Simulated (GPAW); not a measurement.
# Fe (Im-3m) in GPAW: a series of runs

One crystal, Fe, is run at these levels: PBE, PBE+D3(BJ), PBE+D4; tasks: single point, relaxation of cell and atoms.

Everything below comes from runs of GPAW 26.7.0. Logs are shortened: lines on timing, memory, paths and dates and some standing lists are left out, and cuts for length are marked. The log counts tension as positive stress, the text compression.

## (1) Starting point

The structure is cubic, space group Im-3m (No. 229). Conventional cell: a = 2.886 Å, b = 2.886 Å, c = 2.886 Å, α = 90.00°, β = 90.00°, γ = 90.00°. Fe (site symmetry m-3m) is surrounded by 8 Fe at 2.50 Å.

## (2) Single point, PBE, collinear spin, ferromagnetic start

run.py

```python
from ase import Atoms
from ase.dft.bandgap import bandgap
from ase.io import write
from ase.units import GPa
from gpaw import GPAW, PW

atoms = Atoms(['Fe'],
              cell=[[-1.443, 1.443, 1.443],
                    [1.443, -1.443, 1.443],
                    [1.443, 1.443, -1.443]],
              scaled_positions=[[0.0, 0.0, 0.0]],
              pbc=True)
atoms.set_initial_magnetic_moments([3.0])

calc = GPAW(mode=PW(600),
            xc='PBE',
            kpts={'size': (13, 13, 13), 'gamma': True},
            occupations={'name': 'methfessel-paxton', 'order': 0, 'width': 0.026000000000000002},
            nbands=12,
            convergence={'density': 1e-05, 'energy': 1e-05},
            maxiter=150,
            txt='gpaw.txt')
atoms.calc = calc
energy = atoms.get_potential_energy()
forces = atoms.get_forces()
stress = atoms.get_stress()
calc.write('gs.gpw')
write('result.traj', atoms)
print(f'Energy: {energy:.6f} eV')
print('Forces (eV/A):')
print(forces.round(4))
print('Stress (GPa):', (stress / GPa).round(3))
print('Moments:', calc.get_magnetic_moments().round(3))
print('Fermi level:', round(calc.get_fermi_level(), 4), 'eV')
print(f'Gap: {bandgap(calc)[0]:.4f} eV, direct: {bandgap(calc, direct=True)[0]:.4f} eV')
```

Potentials or basis: GPAW PAW data sets (gpaw-data 1.2.1), pw.

Launch:

```
OMP_NUM_THREADS=1 python run.py
```

gpaw.txt:

```text
__  _  _
 | _ |_)|_||  |
 |__||  | ||/\| - 26.7.0

Input parameters:
  mode=PW(ecut=600.0),
  convergence={'density': 1e-05, 'energy': 1e-05},
  kpts=MonkhorstPack(size=(13, 13, 13), gamma=True),
  maxiter=150,
  nbands=12,
  occupations=Occupations(name='methfessel-paxton', order=0, width=0.026000000000000002),
  xc=XC(name='PBE')

Diagonalizing LCAO Hamiltonian
Converting LCAO to pw mode

       Fe

Atoms  # Å, Bohr magnetons
|   | symbol |        x |        y |        z |    initial magnetic moments |
|---|--------|----------|----------|----------|-----------------------------|
| 0 |     Fe | 0.000000 | 0.000000 | 0.000000 | ( 0.0000,  0.0000,  3.0000) |

Unit cell  # Å
| periodic |         x |         y |         z |  lengths |     angles |
|----------|-----------|-----------|-----------|----------|------------|
|      yes | -1.443000 |  1.443000 |  1.443000 | 2.499349 | 109.471221 |
|      yes |  1.443000 | -1.443000 |  1.443000 | 2.499349 | 109.471221 |
|      yes |  1.443000 |  1.443000 | -1.443000 | 2.499349 | 109.471221 |

Number of symmetries: 48
Symmetry operations  # r_c * U_cc + t_c -> r_c
|    | kind |            matrix            |
|----|------|------------------------------|
|  0 |  σ   |  1, 1, 1,  0, 0,-1,  0,-1, 0 |
|  1 |  C4  |  1, 1, 1,  0, 0,-1, -1, 0, 0 |
|  2 |  C2  |  1, 1, 1,  0,-1, 0,  0, 0,-1 |
|  3 |  S6  |  1, 1, 1,  0,-1, 0, -1, 0, 0 |
|  4 |  S6  |  1, 1, 1, -1, 0, 0,  0, 0,-1 |
|  5 |  C4  |  1, 1, 1, -1, 0, 0,  0,-1, 0 |
|  6 |  E   |  1, 0, 0,  0, 1, 0,  0, 0, 1 |
|  7 |  σ   |  1, 0, 0,  0, 1, 0, -1,-1,-1 |
|  8 |  σ   |  1, 0, 0,  0, 0, 1,  0, 1, 0 |
|  9 |  C3  |  1, 0, 0,  0, 0, 1, -1,-1,-1 |
| 10 |  C3  |  1, 0, 0, -1,-1,-1,  0, 1, 0 |
| 11 |  σ   |  1, 0, 0, -1,-1,-1,  0, 0, 1 |
| 12 |  σ   |  0, 1, 0,  1, 0, 0,  0, 0, 1 |
| 13 |  C2  |  0, 1, 0,  1, 0, 0, -1,-1,-1 |
| 14 |  C3  |  0, 1, 0,  0, 0, 1,  1, 0, 0 |
| 15 |  S4  |  0, 1, 0,  0, 0, 1, -1,-1,-1 |
| 16 |  S4  |  0, 1, 0, -1,-1,-1,  1, 0, 0 |
| 17 |  C3  |  0, 1, 0, -1,-1,-1,  0, 0, 1 |
| 18 |  C3  |  0, 0, 1,  1, 0, 0,  0, 1, 0 |
| 19 |  S4  |  0, 0, 1,  1, 0, 0, -1,-1,-1 |
| 20 |  σ   |  0, 0, 1,  0, 1, 0,  1, 0, 0 |
| 21 |  C3  |  0, 0, 1,  0, 1, 0, -1,-1,-1 |
| 22 |  C2  |  0, 0, 1, -1,-1,-1,  1, 0, 0 |
| 23 |  S4  |  0, 0, 1, -1,-1,-1,  0, 1, 0 |
| 24 |  C4  |  0, 0,-1,  1, 1, 1,  0,-1, 0 |
| 25 |  σ   |  0, 0,-1,  1, 1, 1, -1, 0, 0 |
| 26 |  S6  |  0, 0,-1,  0,-1, 0,  1, 1, 1 |
| 27 |  C2  |  0, 0,-1,  0,-1, 0, -1, 0, 0 |
| 28 |  C4  |  0, 0,-1, -1, 0, 0,  1, 1, 1 |
| 29 |  S6  |  0, 0,-1, -1, 0, 0,  0,-1, 0 |
| 30 |  S6  |  0,-1, 0,  1, 1, 1,  0, 0,-1 |
| 31 |  C4  |  0,-1, 0,  1, 1, 1, -1, 0, 0 |
| 32 |  C4  |  0,-1, 0,  0, 0,-1,  1, 1, 1 |
| 33 |  S6  |  0,-1, 0,  0, 0,-1, -1, 0, 0 |
| 34 |  σ   |  0,-1, 0, -1, 0, 0,  1, 1, 1 |
| 35 |  C2  |  0,-1, 0, -1, 0, 0,  0, 0,-1 |
| 36 |  C2  | -1, 0, 0,  1, 1, 1,  0, 0,-1 |
| 37 |  S6  | -1, 0, 0,  1, 1, 1,  0,-1, 0 |
| 38 |  S6  | -1, 0, 0,  0, 0,-1,  1, 1, 1 |
| 39 |  C2  | -1, 0, 0,  0, 0,-1,  0,-1, 0 |
| 40 |  C2  | -1, 0, 0,  0,-1, 0,  1, 1, 1 |
| 41 |  i   | -1, 0, 0,  0,-1, 0,  0, 0,-1 |
| 42 |  S4  | -1,-1,-1,  1, 0, 0,  0, 1, 0 |
| 43 |  C3  | -1,-1,-1,  1, 0, 0,  0, 0, 1 |
| 44 |  C3  | -1,-1,-1,  0, 1, 0,  1, 0, 0 |
| 45 |  σ   | -1,-1,-1,  0, 1, 0,  0, 0, 1 |
| 46 |  S4  | -1,-1,-1,  0, 0, 1,  1, 0, 0 |
| 47 |  C2  | -1,-1,-1,  0, 0, 1,  0, 1, 0 |

BZ-sampling:
  Number of BZ points: 2197
  Number of IBZ points: 84

  Monkhorst-Pack size: [13, 13, 13]
  Monkhorst-Pack shift: [0, 0, 0]

K-points  # in reciprocal-cell coordinates
|     |                                coordinates |     weight |
|-----|--------------------------------------------|------------|
|   0 | (  0.00000000,   0.00000000,   0.00000000) | 0.00045517 |
|   1 | (  0.07692308,   0.00000000,   0.00000000) | 0.00546199 |
|   2 | (  0.07692308,   0.07692308,  -0.07692308) | 0.00273100 |
|   3 | (  0.15384615,   0.00000000,  -0.07692308) | 0.01092399 |
|   4 | (  0.15384615,   0.00000000,   0.00000000) | 0.00546199 |
|   5 | (  0.15384615,   0.07692308,  -0.07692308) | 0.01092399 |
|   6 | (  0.15384615,   0.15384615,  -0.15384615) | 0.00273100 |
|   7 | (  0.23076923,  -0.07692308,  -0.07692308) | 0.00364133 |
|   8 | (  0.23076923,   0.00000000,  -0.07692308) | 0.02184797 |
|   9 | (  0.23076923,   0.00000000,   0.00000000) | 0.00546199 |
| ... |                                            |            |
|  83 | (  0.46153846,   0.46153846,   0.46153846) | 0.00364133 |

Plane wave coefficients: 415
Cutoff: 600.0 eV

Spin-components: 2 (collinear spins)
Bands:           12
Projectors:      6
Spin-degeneracy: 1
Datatype:        complex128

Parallelization:
  kpt:    1
  domain: 1
  band:   1

Density:
  Valence electrons: 8.0
  Components: 2
  Grid points: [15 15 15]
  Charge: 0.0  # |e|

Potential:
  Grid points: [15 15 15]

species:
  Fe:
    name:    Iron
    Z:       26.0
    valence: 8
    core:    18
    charge:  0.0  # [|e|]
    compensation charges:
      type: gauss
      rc: 0.33  # [Å]
      lmax: 2
    cutoffs:
      filter: 2.06  # [Å]
      core: 2.67  # [Å]
    projectors
    | kind |    occ | energy [eV] | rcut [Å] |
    |------|--------|-------------|----------|
    |   4s |  2.000 |      -5.291 |    1.164 |
    |   4p |  0.000 |      -1.326 |    1.058 |
    |   3d |  6.000 |      -7.505 |    1.058 |
    |    s |        |      21.920 |    1.164 |
    |    p |        |      25.885 |    1.058 |
    |    d |        |      19.706 |    1.058 |

    Using partial waves for Fe as LCAO basis

Reference energy: -34619.454600  # eV

eigensolver:
  PPCG
  Converge bands: occupied
  niter=2

density mixing:
  MSR1-Mixer
  Pratt-step length: 0.05
  Maximum mixing coefficient: 0.75
  Old densities: 10
  SVD Regularization: 0.005
  Good broyden scale: 1.0
  Trust region scale: 1.0
  Backstep threshold: 4.0
  History deletion threshold: 6.0
  Fourier metric: weight=20.0, sigma=0.015

occupation numbers:
  Methfessel-Paxton:
    width: 0.0260  # eV
    order: 0

poisson solver:
  ecut: 4800.0  # eV

xc functional:
  name: PBE with 2 nearest neighbor stencil

convergence criteria:
- Maximum integral of absolute [dens]ity change: 1e-05 electrons / valence electron
- Maximum [total energy] change in last 3 cyles: 1e-05 eV / valence electron
- Maximum integral of absolute [eigenst]ate change: 4e-08 eV^2 / valence electron
maximum number of iterations: 150

SCF iterations
|iter     | |      energy | eigst |  dens |  magmom |
|---------|-|-------------|-------|-------|---------|
|iter:   1| |   -8.890404 | +0.07 |       |  +3.0053|
|iter:   2| |   -8.890149 | -2.16 | -1.01 |  +2.9813|
|iter:   3| |   -8.944022 | -2.47 | -1.05 |  +2.7746|
|iter:   4| |   -8.972235 | -3.25 | -1.36 |  +2.6737|
|iter:   5| |   -9.002242 | -2.89 | -1.46 |  +2.4594|
|iter:   6| |   -9.006871 | -3.83 | -1.83 |  +2.3534|
|iter:   7| |   -9.007811 | -4.31 | -2.11 |  +2.3164|
|iter:   8| |   -9.008266 | -4.42 | -2.40 |  +2.2578|
|iter:   9| |   -9.008296 | -5.55 | -2.86 |  +2.2430|
|iter:  10| |   -9.008311c| -5.62 | -3.05 |  +2.2535|
|iter:  11| |   -9.008312c| -7.79c| -4.11 |  +2.2526|
|iter:  12| |   -9.008312c| -7.62c| -4.55 |  +2.2527|
|iter:  13| |   -9.008312c| -8.50c| -5.15c|  +2.2528|

Converged in 13 steps
Energy contributions relative to reference atoms: (reference = -34619.454600)

Energy contributions:
  Kinetic:           5.673364
  Coulomb:          -4.852340
  Zero:              0.064159
  External:          0.000000
  Xc:               -9.893313
  Entropy:          -0.000364
  Spinorbit:         0.000000
  ----------------------------
  Free energy:      -9.008494
  Extrapolated:     -9.008312

dipole moment: (-3.533220, -3.533220, -3.533220)  # |e|*Ang

Total magnetic moment: (0.000000, 0.000000, 2.252786)

Local magnetic moments
|        x |        y |        z |
|----------|----------|----------|
| 0.000000 | 0.000000 | 2.298490 |  # Fe   0

Fermi level: 9.304
Eigenvalues  # (at kpt = [0.000, 0.000, 0.000])
| band index |      eig [eV] | occ [0-1] |      eig [eV] | occ [0-1] |
|------------|---------------|-----------|---------------|-----------|
|          0 |         1.122 |     1.000 |         1.253 |     1.000 |
|          1 |         7.132 |     1.000 |         9.114 |     1.000 |
|          2 |         7.132 |     1.000 |         9.114 |     1.000 |
|          3 |         7.132 |     1.000 |         9.114 |     1.000 |
|          4 |         8.233 |     1.000 |        11.061 |     0.000 |
|          5 |         8.233 |     1.000 |        11.061 |     0.000 |
|          6 |        33.712 |     0.000 |        33.361 |     0.000 |
|          7 |        33.712 |     0.000 |        33.361 |     0.000 |
|          8 |        33.712 |     0.000 |        33.361 |     0.000 |
|          9 |        34.869 |     0.000 |        36.594 |     0.000 |
|         10 |        34.869 |     0.000 |        36.609 |     0.000 |
|         11 |        34.869 |     0.000 |        38.171 |     0.000 |

No gap
No difference between direct/indirect transitions

Forces  # eV/Ang
|        x |        y |       z |
|----------|----------|---------|
| -0.00000 | -0.00000 | 0.00000 |  # Fe   0

Stress tensor  # eV/Ang^3
|         x |         y |         z |
|-----------|-----------|-----------|
|  0.049454 | -0.000000 | -0.000000 |
| -0.000000 |  0.049454 |  0.000000 |
| -0.000000 |  0.000000 |  0.049454 |

# Writing to gs.gpw (mode='')
```

Run time: 23 s. Hardware: 1 thread of Arm Neoverse V1, shared host; peak memory 0.14 GiB.

Results:

* Free energy: -9.0085 eV
* Pressure: -7.9 GPa
* Band gap on the k mesh: none (metal or under the smearing width)
* Net moment: 2.25 μB per cell
* Site moments: Fe +2.30 μB

Levels at points of the mesh, in eV from the Fermi level:
Spin up:
| k point | band 2 | band 3 | band 4 | band 5 | band 6 | band 7 | band 8 |
| --- | --- | --- | --- | --- | --- | --- | --- |
| (0.00, 0.00, 0.00) | -2.17 | -2.17 | -2.17 | -1.07 | -1.07 | 24.41 | 24.41 |
Spin down:
```tsv
k point	band 1	band 2	band 3	band 4	band 5	band 6	band 7
(0.00, 0.00, 0.00)	-8.05	-0.19	-0.19	-0.19	1.76	1.76	24.06
```

## (3) Relaxation of cell and atoms, PBE+D3(BJ), collinear spin, ferromagnetic start

run.py

```python
from ase import Atoms
from ase.calculators.mixing import SumCalculator
from ase.filters import FrechetCellFilter
from ase.io import write
from ase.optimize import BFGS
from dftd3.ase import DFTD3
from gpaw import GPAW, PW

atoms = Atoms(['Fe'],
              cell=[[-1.443, 1.443, 1.443],
                    [1.443, -1.443, 1.443],
                    [1.443, 1.443, -1.443]],
              scaled_positions=[[0.0, 0.0, 0.0]],
              pbc=True)
atoms.set_initial_magnetic_moments([3.0])

calc = GPAW(mode=PW(600),
            xc='PBE',
            kpts={'size': (13, 13, 13), 'gamma': True},
            occupations={'name': 'fermi-dirac', 'width': 0.05},
            nbands=12,
            convergence={'density': 1e-05, 'forces': 0.0001},
            maxiter=150,
            txt='gpaw.txt')
atoms.calc = SumCalculator([calc, DFTD3(method='pbe', damping='d3bj')])
opt = BFGS(FrechetCellFilter(atoms), trajectory='relax.traj', logfile='-')
done = opt.run(fmax=0.01, steps=40)
calc.write('gs.gpw')
write('result.traj', atoms)
print('Converged:', done)
print('Cell:', atoms.cell.cellpar().round(4))
print('Volume:', round(atoms.get_volume(), 4))
print(atoms.get_scaled_positions().round(5))
```

Potentials or basis: GPAW PAW data sets (gpaw-data 1.2.1), pw.

Launch:

```
OMP_NUM_THREADS=1 python run.py
```

It took 75 s on 1 thread of Arm Neoverse V1, shared host; peak memory 0.19 GiB.

Results (log left out):

- Free energy: -9.3880 eV
- Relaxed volume: 11.15 Å³/atom
- Relaxed cell: a = 2.437 Å, b = 2.437 Å, c = 2.437 Å, α = 109.47°, β = 109.47°, γ = 109.47°
- Space group after relaxing (to 0.05 Å): Im-3m (No. 229)
- Energy gained by relaxing: 38.7 meV/atom
- Ionic steps: 4
- Pressure after relaxing: -0.1 GPa
- Band gap on the k mesh: none (metal or under the smearing width)
- Net moment: 2.09 μB per cell
- Site moments: Fe +2.13 μB
- Dispersion energy per atom: -0.364 eV

The path:
| step | energy change (eV) | largest force (eV/Å) | pressure (GPa) | volume (Å³) |
| --- | --- | --- | --- | --- |
| 1 | 0.0000 | 0.0000 | -12.64 | 12.02 |
| 2 | -0.0299 | 0.0000 | -6.94 | 11.54 |
| 3 | -0.0379 | 0.0000 | 2.17 | 11.03 |
| 4 | -0.0387 | 0.0000 | -0.14 | 11.15 |

Final structure:
```yaml
crystal:
  lattice:
    - [-1.40715, 1.40715, 1.40715]
    - [1.40715, -1.40715, 1.40715]
    - [1.40715, 1.40715, -1.40715]
  atoms:
    - { symbol: Fe, position: [0.00000, 0.00000, 0.00000] }
```

Levels at points of the mesh, in eV from the Fermi level:
Spin up:
| k point | band 3 | band 4 | band 5 | band 6 | band 7 | band 8 |
| --- | --- | --- | --- | --- | --- | --- |
| (0.00, 0.00, 0.00) | -2.34 | -2.34 | -1.12 | -1.12 | 25.08 | 25.08 |
Spin down:
```
           k point  band 1  band 2  band 3  band 4  band 5  band 6
(0.00, 0.00, 0.00)   -8.54   -0.54   -0.54   -0.54    1.60    1.60
```

Caveat: each step starts from the last one's moments, so a moment once lost doesn't come back; later steps reuse the first step's grids; pairwise dispersion overbinds metals, which lowers pressure and volume.

## (4) Relaxation of cell and atoms, PBE+D4, collinear spin, ferromagnetic start

run.py

```python
from ase.calculators.mixing import SumCalculator
from ase.filters import FrechetCellFilter
from ase.io import read, write
from ase.optimize import BFGS
from dftd4.ase import DFTD4
from gpaw import GPAW, PW

atoms = read('POSCAR')
atoms.set_initial_magnetic_moments([3.0])

calc = GPAW(mode=PW(600),
            xc='PBE',
            kpts={'size': (13, 13, 13), 'gamma': True},
            occupations={'name': 'fermi-dirac', 'width': 0.05},
            nbands=12,
            convergence={'density': 1e-05, 'forces': 0.0001},
            maxiter=150,
            txt='gpaw.txt')
atoms.calc = SumCalculator([calc, DFTD4(method='pbe')])
opt = BFGS(FrechetCellFilter(atoms), trajectory='relax.traj', logfile='-')
done = opt.run(fmax=0.05, steps=100)
calc.write('gs.gpw')
write('result.traj', atoms)
print('Converged:', done)
print('Cell:', atoms.cell.cellpar().round(4))
print('Volume:', round(atoms.get_volume(), 4))
print(atoms.get_scaled_positions().round(5))
```

POSCAR

```
Fe
1.0
   -1.4430000000      1.4430000000      1.4430000000
    1.4430000000     -1.4430000000      1.4430000000
    1.4430000000      1.4430000000     -1.4430000000
Fe
1
Direct
    0.0000000000      0.0000000000      0.0000000000
```

Launch:

```
OMP_NUM_THREADS=1 python run.py
```

It took 80 s on 1 thread of Arm Neoverse V1, shared host; peak memory 0.18 GiB.

The run converged. Its results:

* Free energy: -9.3832 eV
* Relaxed volume: 11.17 Å³/atom
* Relaxed cell: a = 2.439 Å, b = 2.439 Å, c = 2.439 Å, α = 109.47°, β = 109.47°, γ = 109.47°
* Space group after relaxing (to 0.05 Å): Im-3m (No. 229)
* Energy gained by relaxing: 36.3 meV/atom
* Ionic steps: 4
* Pressure after relaxing: -0.1 GPa
* Band gap on the k mesh: none (metal or under the smearing width)
* Net moment: 2.10 μB per cell
* Site moments: Fe +2.14 μB
* Dispersion energy per atom: -0.359 eV

Step by step:
```tsv
step	energy change (eV)	largest force (eV/Å)	pressure (GPa)	volume (Å³)
1	0.0000	0.0000	-12.26	12.02
2	-0.0280	0.0000	-6.71	11.55
3	-0.0355	0.0000	2.07	11.06
4	-0.0363	0.0000	-0.13	11.17
```

Final structure:
```cif
data_structure
_symmetry_space_group_name_H-M 'P 1'
_symmetry_Int_Tables_number 1
_cell_length_a 2.4391
_cell_length_b 2.4391
_cell_length_c 2.4391
_cell_angle_alpha 109.471
_cell_angle_beta 109.471
_cell_angle_gamma 109.471
_cell_volume 11.17
loop_
_atom_site_label
_atom_site_type_symbol
_atom_site_fract_x
_atom_site_fract_y
_atom_site_fract_z
_atom_site_occupancy
Fe1 Fe 0.00000 0.00000 0.00000 1
```

Levels at points of the mesh, in eV from the Fermi level:
Spin up:
```csv
k point,band 3,band 4,band 5,band 6,band 7,band 8
"(0.00, 0.00, 0.00)",-2.33,-2.33,-1.12,-1.12,25.06,25.06
```
Spin down:
```csv
k point,band 1,band 2,band 3,band 4,band 5,band 6,band 7,band 8
"(0.00, 0.00, 0.00)",-8.53,-0.53,-0.53,-0.53,1.61,1.61,24.75,24.75
```

Caveat: each step starts from the last one's moments, so a moment once lost doesn't come back; later steps reuse the first step's grids; pairwise dispersion overbinds metals, which lowers pressure and volume.

## (5) Summary

| task | level | cell | smearing | optimizer | fmax | max steps | convergence | gap on the mesh (eV) | pressure (GPa) | moment (μB) | relaxed volume (Å³/atom) |
| --- | --- | --- | --- | --- | --- | --- | --- | --- | --- | --- | --- |
| single point | PBE | as given | gaussian 0.026 eV | - | - | - | - | none | -7.9 | 2.25 | - |
| relaxation of cell and atoms | PBE+D3(BJ) | relaxed | fermi-dirac 0.05 eV | BFGS | 0.01 eV/Å | 40 | density=1e-05 forces=0.0001 | none | -0.1 | 2.09 | 11.15 |
| relaxation of cell and atoms | PBE+D4 | relaxed | fermi-dirac 0.05 eV | BFGS | 0.05 eV/Å | 100 | density=1e-05 forces=0.0001 | none | -0.1 | 2.10 | 11.17 |

Alike in all rows: potentials or basis GPAW PAW data sets (gpaw-data 1.2.1), pw; spin collinear, ferromagnetic start; k mesh 13 × 13 × 13; cutoff (eV) 600.

Caveats: each step starts from the last one's moments, so a moment once lost doesn't come back (some runs); later steps reuse the first step's grids (some runs); pairwise dispersion overbinds metals, which lowers pressure and volume (some runs).

Total energies depend on the potentials used, so only differences within one code and one set of settings carry meaning.
